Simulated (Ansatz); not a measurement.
# Compressing Hf₃Si₂: a fit and a missing row

Hf₃Si₂, P4/mbm, a = 6.976 Å, c = 3.607 Å. The structure is a Materials Project entry; whether it is the stable form wasn't checked. Ansatz: PBEsol, PAW, 420 eV, Γ-centred 6×6×10 mesh on 10 atoms, Gaussian smearing 0.10 eV; no spin polarisation. Shape and atoms are relaxed at each volume; pressure is positive in compression.

```
V (Å³/atom) P (GPa)
     15.976        ?
     16.502    10.56
     17.029     4.89
     17.556     0.01
     18.082    -4.17
     18.609    -7.75
```

Task: Take V0 = 17.556 Å³/atom, count pressures from its P0 = 0.01 GPa, fit the third-order Birch–Murnaghan form to the other rows, and predict the missing pressure.

Result: With the Eulerian strain f = ½[(V0/V)^(2/3) − 1] and y = (P − P0)/[3f(1 + 2f)^(5/2)], the form is the line y = B0 + 1.5 B0 (B0′ − 4) f. Rows (f, y): 0.02107, 150.5; 0.01026, 150.7; -0.00974, 150.3; -0.01904, 149.7. Means f = 0.0006375, y = 150.30; Σ(Δf)² = 0.001005, ΣΔfΔy = 0.01974; the slope is their ratio. y = 150.3 + 19.64 f GPa, so B0 = 150.3 GPa and B0′ = 4 + 2 × (19.64)/(3 × 150.3) = 4.09. At V = 15.976, f = 0.03245, y = 150.94 and P = 17.21 GPa. The run gave 17.14 GPa, so the fit is 0.07 GPa too high, a small miss on the scale of the series. The form still works here, 25 % of the fitted range beyond its end.

Spin–orbit coupling is left out, which can shift energies with elements as heavy as these.